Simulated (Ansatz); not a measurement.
# CoO (P-6m2) in Ansatz: reference runs

Reference runs on CoO: the cell as given and a disturbed copy.

Everything below comes from runs of Ansatz 0.2.0. Logs are shortened: lines on timing, memory, paths and dates and some standing lists are left out, and cuts for length are marked.

### Step 1. The crystal as given

The structure is hexagonal, space group P-6m2 (No. 187). The conventional cell has a = 2.828 Å, b = 2.828 Å, c = 2.722 Å, α = 90.00°, β = 90.00°, γ = 120.00°. Co (site symmetry -6m2) has 6 O at 2.13 Å as nearest neighbours. O (site symmetry -6m2) is surrounded by 6 Co at 2.13 Å.

The cell was built by a generator and needn't be a form met in nature.

### Step 2. Single point, PBE, collinear spin, ferromagnetic start

input.yaml reads:

```yaml
crystal:
  lattice:
    - [2.82845, 0.0, 0.0]
    - [-1.41423, 2.44951, 0.0]
    - [0.0, 0.0, 2.72172]
  atoms:
    - { symbol: Co, position: [0.0, 0.0, 0.5], spin: 2.0 }
    - { symbol: O, position: [0.66667, 0.33333, 0.0] }
hamiltonian:
  xc: pbe
  pseudopotentials: { kind: paw }
magnetization:
  spin_polarized: true
kpoints:
  mp_grid: { grid: [11, 11, 10] }
scf:
  occupations: { method: fermi_dirac, width: 0.05 }
output:
  forces: true
  stress: true
  eigenvalues: true
```

Potentials or basis: Ansatz PAW.

Launch:

```sh
$ ansatz run input.yaml --threads 2 --pin off --max-ram 5632MiB --backend cpu --events-out ev --progress --plain --runs-dir out
```

The program printed:

```text
Warning: the atoms were moved onto the symmetric positions of the space group found under crystal.symmetry.tolerance 1.0e-5 (fractional; no operation is sought that the atoms, as they stand in a round, miss by more than twice it, and no atom is moved by as much as it), and the run uses the moved positions. Before a round's move an operation carried an atom to 1.41e-5 Å from where it should land, the largest such distance. Atom 1 (counting from 0) moved farthest, by 1.63e-5 Å; the longest move in fractions of the cell, of whichever atom, is 0.47 of the tolerance, in 1 round. To run the atoms as typed, lower crystal.symmetry.tolerance until the operations that they miss are no longer found, or set crystal.symmetry.detect: false (a key that needs symmetry detection or time reversal refuses this as the deck is read). The positions used, in the order of the run's atom list: position: [5.5510939473021013e-17, -1.8503646491007004e-17, 0.5]; position: [0.6666666666666667, 0.3333333333333333, 0.0]; The lattice was moved too: crystal.lattice keeps the space group found at crystal.symmetry.tolerance 1.0e-5 only nearly: the operation that it misses by the most changes a squared length by the fraction 4.08e-6. The run uses the lattice that is a stretch of the typed one, with no rotation, onto the one that keeps every operation to a double's rounding (on a very oblique basis the stretch itself rounds by more); the deck's lattice vector that moved farthest moved by 2.90e-6 Å. To run the lattice as typed, set crystal.symmetry.tolerance under 1.72e-6, the least fraction by which an operation that the lattice misses changes a squared length (the same key also sets how far an atom may lie from its image, so lowering it can lose operations that the atoms keep only within it), or set crystal.symmetry.detect: false, as for the atoms. crystal.lattice made exact, in Å and degrees: [[2.8284502578841653, 2.886751346032116e-6, 0.0], [-1.4142276289420825, 2.449508333292661, 0.0], [0.0, 0.0, 2.72172]]. Pasted over the deck's crystal.lattice, beside positions in fractional coordinates, it runs the same cell (given as lengths and angles, that cell in the form's own orientation, a rigid turn of the misfit's size from the one run here, for which a checkpoint.post_process_only pass over this run's state can be refused: where this run relaxes nothing, give such a pass this deck's own crystal.lattice, as typed; behind a relaxation, as crystal.lattice, the state's own cell, identity.cell in its checkpoint.json), and a matrix so pasted ends this notice, except on a very skew basis of the lattice, where the rounding of the pasted numbers themselves can read as a misfit: the cell is then moved again, and that move is told again. The lattice as run is in this notice's lattice.as_run_ang field (Run.prep()["deck_notices"] in Python, the deck_notice line of an events file, deck_notices of ansatz run --dry-run=json, or deck_notices in record.json in the deck's checkpoint.write directory).
Warning: RAYON_NUM_THREADS=2 ignored (pool sized by the plan → 2); use --threads N
Engine: ansatz 0.2.0, x86_64-unknown-linux-gnu
Pseudopotentials: kind: paw
Pseudopotential: Co, paw, valence charge 17, recommended cutoff 420 eV (normal), Co.paw.azcp
Pseudopotential: O, paw, valence charge 6, recommended cutoff 420 eV (normal), O.paw.azcp
Functional definition: PBE
  parameter kappa = 0.804
  parameter beta = 0.06672455060314922
  exchange = pbe_x(kappa = kappa, mu = beta*pi^2/3)
  correlation = pbe_c(beta = beta)
Crystal: 2 atoms, lattice volume = 18.857 Å³
Basis set: ecut = 420 eV, 381 PW (Γ), exchange–correlation on 40×40×40 points (8 copies of the dense FFT grid, shifted against one another)
Bands: 17, of which v1, the nominal top of the filled ones, is band 12 counted from 1 (11 counted from 0)
Symmetry: 12 space group operations
Space group: P-6m2 (ITA 187), of the structure as read, at distance tolerance 2.7e-5 Å
Magnetic group: BNS 187.209 (UNI 1439), of the structure as read, at distance tolerance 2.7e-5 Å
k-points: 96 of 1210 (time reversal used)
Non-local potential: Co, projectors of the file, l = 0: 3, l = 1: 2, l = 2: 3, l = 3: 1
Non-local potential: O, projectors of the file, l = 0: 2, l = 1: 2, l = 2: 1
PAW form: soft (Blöchl's): semilocal exchange-correlation on the pseudo side does not see the compensation charge
PAW one-centre angular grid: Co, 590 points (default); XC on 64 Gauss nodes
PAW one-centre angular grid: O, 110 points (default); XC on 64 Gauss nodes
Initial density: superposition of atomic densities (chi_scale 0.1, normalization cell, long waves kept (reshape's long-wave potential 0.00 eV rms))
Starting moments: Σ|m| = 2 μB on 1 of 2 sites
Initial wavefunctions: pseudopotential atomic-orbital guess
Functional: x = pbe(κ = 0.804, μ = 0.2195149727645171), c = pbe(β = 0.06672455060314922)
SCF iter   1: F=—  HF=-5690.886224 eV  |F-HF|=—  |Δ(HF+E_count)|=         —  Δρ=1.11e-1 (↑1.11e-1 ↓9.93e-2)  dr2=6.28e0  dr2_m=1.14e-1  M=2.102 μB ∫|m|=2.107 μB  β_m=0.30  ethr=3.10e-3  ⟨swp⟩=5.6  Hψ=14270  notcnv=0
Mixer restart at iter 1: flushing history
preconditioner: auto → none  [metal: Δε(μ)=0.006 eV  Ē_g=13.664 eV  σ=0.050 eV  W_gap=0.03  n_scr=8 (ndim 8)  ℏωp=33.1 eV  f_vac=0.000  D(μ)=5.08/eV (n_scr^D=108)  sad-step TF]
SCF iter   2: F=—  HF=-5691.786294 eV  |F-HF|=—  |Δ(HF+E_count)|=   9.00e-1  Δρ=1.05e-1 (↑1.05e-1 ↓8.74e-2)  dr2=3.52e-1  dr2_m=1.51e0  M=2.920 μB ∫|m|=2.933 μB  β_m=0.35  ethr=3.10e-3  ⟨swp⟩=3.1  Hψ=8248  notcnv=0  defer=32
SCF iter   3: F=—  HF=-5691.978756 eV  |F-HF|=—  |Δ(HF+E_count)|=   1.92e-1  Δρ=8.69e-2 (↑6.57e-2 ↓8.69e-2)  dr2=1.28e-1  dr2_m=9.42e-1  M=3.000 μB ∫|m|=3.022 μB  β_m=0.58  ethr=1.53e-3  ⟨swp⟩=2.0  Hψ=5699  notcnv=0  defer=32
SCF iter   4: F=—  HF=-5691.930032 eV  |F-HF|=—  |Δ(HF+E_count)|=         —  Δρ=3.75e-2 (↑3.67e-2 ↓3.75e-2)  dr2=9.65e-3  dr2_m=2.34e-1  M=2.999 μB ∫|m|=3.036 μB  β_m=0.68  ethr=5.55e-4  ⟨swp⟩=2.1  Hψ=6083  notcnv=0  defer=30
Mixer restart at iter 4: flushing history
SCF iter   5: F=—  HF=-5691.975708 eV  |F-HF|=—  |Δ(HF+E_count)|=   4.57e-2  Δρ=1.85e-2 (↑1.33e-2 ↓1.85e-2)  dr2=2.69e-2  dr2_m=3.59e-2  M=3.000 μB ∫|m|=3.046 μB  β_m=0.84  ethr=4.20e-5  ⟨swp⟩=2.2  Hψ=6166  notcnv=0  defer=31
SCF iter   6: F=—  HF=-5692.035801 eV  |F-HF|=—  |Δ(HF+E_count)|=   6.01e-2  Δρ=2.43e-2 (↑1.78e-2 ↓2.43e-2)  dr2=2.09e-1  dr2_m=3.28e-3  M=3.000 μB ∫|m|=3.047 μB  β_m=0.59  ethr=4.20e-5  ⟨swp⟩=3.0  Hψ=8572  notcnv=0  defer=52  recentre
SCF iter   7: F=—  HF=-5691.996424 eV  |F-HF|=—  |Δ(HF+E_count)|=   3.94e-2  Δρ=3.13e-3 (↑1.64e-3 ↓3.13e-3)  dr2=1.58e-3  dr2_m=2.43e-4  M=3.000 μB ∫|m|=3.052 μB  β_m=0.57  ethr=4.20e-5  ⟨swp⟩=3.0  Hψ=7523  notcnv=0  defer=53
SCF iter   8: F=—  HF=-5691.996476 eV  |F-HF|=—  |Δ(HF+E_count)|=   5.21e-5  Δρ=1.75e-3 (↑4.59e-4 ↓1.75e-3)  dr2=1.40e-4  dr2_m=1.34e-4  M=3.000 μB ∫|m|=3.052 μB  β_m=0.79  ethr=6.87e-6  ⟨swp⟩=2.6  Hψ=6336  notcnv=0  defer=53
SCF iter   9: F=—  HF=-5691.996984 eV  |F-HF|=—  |Δ(HF+E_count)|=   5.08e-4  Δρ=5.47e-4 (↑2.83e-4 ↓5.47e-4)  dr2=1.44e-5  dr2_m=2.08e-5  M=3.000 μB ∫|m|=3.052 μB  β_m=0.89  ethr=6.09e-7  ⟨swp⟩=2.0  Hψ=5506  notcnv=0  defer=53
SCF iter  10: F=—  HF=-5691.997022 eV  |F-HF|=—  |Δ(HF+E_count)|=   3.81e-5  Δρ=9.99e-5 (↑4.95e-5 ↓9.99e-5)  dr2=1.09e-6  dr2_m=4.65e-7  M=3.000 μB ∫|m|=3.052 μB  β_m=0.95  ethr=6.26e-8  ⟨swp⟩=2.0  Hψ=5557  notcnv=0  defer=54
SCF iter  11: F=—  HF=-5691.997023 eV  |F-HF|=—  |Δ(HF+E_count)|=   3.11e-7  Δρ=2.16e-5 (↑5.77e-6 ↓2.16e-5)  dr2=8.07e-8  dr2_m=1.61e-8  M=3.000 μB ∫|m|=3.052 μB  β_m=0.97  ethr=4.73e-9  ⟨swp⟩=2.7  Hψ=5400  notcnv=0  defer=54
SCF iter  12: F=-5691.997023 eV  HF=-5691.997023 eV  |F-HF|=2.79e-9  |Δ(HF+E_count)|=   3.33e-8  Δρ=3.62e-6 (↑2.94e-6 ↓3.62e-6)  dr2=3.23e-9  dr2_m=3.92e-10  M=3.000 μB ∫|m|=3.052 μB  ethr=3.51e-10  ⟨swp⟩=3.4  Hψ=11890  notcnv=0
SCF 1 converged in 12 iterations: F = -5691.997023 eV  dr2 = 3.23e-9
SCF converged after 12 iterations
Magnetization: 2.9999 μB (13.0000 up, 10.0000 down)
Absolute magnetization: 3.0517 μB (∫|ρ↑−ρ↓|, with the PAW one-centre terms)
Spin contamination: 0.0117 ħ² per cell (⟨S²⟩ above its minimum at these occupations)
Per-site moments (μB) at R_I (Å): [(2.502680011560979, 0.8768560757837129), (0.421713036358773, 0.8768560757837129)]
Free energy (F): -5691.997023 eV
Harris-Foulkes:  -5691.997023 eV  (|F-HF|=2.79e-9)
Internal energy: -5691.970093 eV  (E = F + TS)
E sigma→0 (E₀):  -5691.983558 eV
Entropy (-TS):   -0.026930 eV (-13.465 meV/atom)
Fermi energy:    14.364056 eV
--- Per-component energies (eV) ---
  E_band       = -300.141438
  E_kinetic    = 618.212437
  E_local      = -3417.620818  (includes V_loc(G=0)·N_el)
  E_nonlocal   = 512.001500
  E_hartree    = 1404.169186
  E_xc         = -229.093315
  E_vxc        = -294.464770  (∫ρ·V_xc dr)
  E_paw        = -1675.542523  (= ΣΔE_a)
  E_vpaw       = -526.606597  (= ΣTr[D̂ρ^β])
  E_aug_tail   = 0.002332  (compensation charges beyond the density's cutoff)
  E_ewald      = -2904.098891
  E_smearing   = -0.026930  (= −TS)
  E_closure    = 0.000000  (closes the sum)
  Σ components = -5691.997023   (vs F -5691.997023, Δ=0.00e0)
--- Forces (eV/Å), atoms counted from 1 ---
  atom   1  Co    -0.00000000    -0.00000000     0.00000000
  atom   2  O      0.00000000    -0.00000000     0.00000000
  max |Σ_I F_I| component: 6.01e-17 eV/Å
--- Stress (GPa, compression-positive) ---
        0.100848      -0.000000      -0.000000
        0.000000       0.100848       0.000000
       -0.000000       0.000000       0.001047
  P = ⅓ Tr σ = 0.0676 GPa (0.676 kbar)
--- Band table (eV; the first three rows and the last of 192) ---
  k-point 0 ↑: bands = ["-82.8556", "-46.2933", "-45.9954", "-45.9954", "-6.2375", "9.3225", "9.3225", "9.9557", "10.6279", "11.4103", "11.4103", "13.3117", "13.3117", "14.9649", "28.9321", "30.3388", "30.3388"]
  k-point 1 ↑: bands = ["-82.8551", "-46.2995", "-45.9949", "-45.9949", "-6.1491", "9.2776", "9.3674", "9.3674", "10.8369", "11.3229", "11.3229", "13.3268", "13.3268", "15.5086", "28.3932", "30.5820", "30.5820"]
  k-point 2 ↑: bands = ["-82.8536", "-46.3155", "-45.9935", "-45.9935", "-5.9063", "7.9970", "9.4775", "9.4775", "11.1418", "11.1418", "11.2057", "13.3250", "13.3250", "16.6782", "26.8977", "31.3036", "31.3036"]
  k-point 95 ↓: bands = ["-79.7682", "-43.1765", "-43.1227", "-43.1097", "-3.6509", "7.9356", "8.1810", "9.5998", "13.2467", "14.4446", "14.7244", "15.4152", "16.6792", "20.5301", "23.2868", "26.8841", "28.8163"]
```

Wall time 2.9 s (2 threads of Intel Xeon 6975P-C (Granite Rapids), shared host); peak memory 0.43 GiB.

What came out:

```yaml
Free_energy: -5691.9970 eV
Pressure: 0.1 GPa
Band_gap_on_the_k_mesh: none (metal or under the smearing width)
Net_moment: 3.00 μB per cell
Absolute_moment: 3.05 μB per cell
Site_moments: Co +2.50; O +0.42 μB
```

Caveat: the pressure holds a Pulay correction of +0.7 GPa for the finite cutoff; a cell with one magnetic atom can't hold antiferromagnetic order, which such compounds often take; semilocal functionals often make such compounds metallic where correlation or magnetic order opens a gap, which also shifts bond lengths. With open d or f shells a metallic result of PBE can be an artefact of self-interaction; +U or a hybrid may open a gap.

### Step 3. Single point, PBE, collinear spin, ferromagnetic start (atoms moved at random, drawn with an rms of 0.05 Å)

input.yaml: that of step 2 with these lines changed.

```diff
@@ -6,4 +6,4 @@
   atoms:
-    - { symbol: Co, position: [0.0, 0.0, 0.5], spin: 2.0 }
-    - { symbol: O, position: [0.66667, 0.33333, 0.0] }
+    - { symbol: Co, position: [0.032635, 0.032558, 0.505016], spin: 2.0 }
+    - { symbol: O, position: [0.656558, 0.331792, -0.003967] }
 hamiltonian:
```

Potentials or basis: Ansatz PAW.

Launch:

```sh
$ ansatz run input.yaml --threads 2 --pin off --max-ram 5632MiB --backend cpu --events-out ev --progress --plain --runs-dir out
```

It took 19 s on 2 threads of Intel Xeon 6975P-C (Granite Rapids), shared host; peak memory 0.78 GiB.

The run converged. Its results:

```
Free energy            : -5691.9771 eV
Pressure               : 1.3 GPa
Largest force          : 0.371 eV/Å
Band gap on the k mesh : none (metal or under the smearing width)
Net moment             : 3.00 μB per cell
Absolute moment        : 3.05 μB per cell
Site moments           : Co +2.47; O +0.42 μB
```

Forces in eV/Å, atoms in the order of the input:
```
Co  -0.250 -0.268 -0.061
O    0.250  0.268  0.060
```

Stress tensor (GPa, compression positive):
```
1.81 0.68 0.39
0.68 0.54 0.34
0.39 0.34 1.50
```

Levels at points of the mesh, in eV from the Fermi level:
Spin up:
```tsv
k point	band 9	band 10	band 11	band 12	band 13	band 14	band 15	band 16	band 17
(0.00, 0.00, 0.00)	-3.84	-2.93	-2.84	-1.23	-0.95	0.65	14.56	15.70	16.39
(0.00, 0.00, -0.50)	-3.44	-3.20	-2.20	-1.78	-0.82	6.75	6.85	20.88	21.10
```
Spin down:
| k point | band 7 | band 8 | band 9 | band 10 | band 11 | band 12 | band 13 | band 14 |
| --- | --- | --- | --- | --- | --- | --- | --- | --- |
| (0.00, 0.00, 0.00) | -3.73 | -3.15 | -2.61 | 0.24 | 0.31 | 0.42 | 1.01 | 1.38 |
| (0.00, 0.00, -0.50) | -3.55 | -2.62 | -1.14 | -0.89 | -0.09 | 0.42 | 1.45 | 7.28 |

Caveat: the pressure holds a Pulay correction of +0.7 GPa for the finite cutoff; a cell with one magnetic atom can't hold antiferromagnetic order, which such compounds often take; semilocal functionals often make such compounds metallic where correlation or magnetic order opens a gap, which also shifts bond lengths.
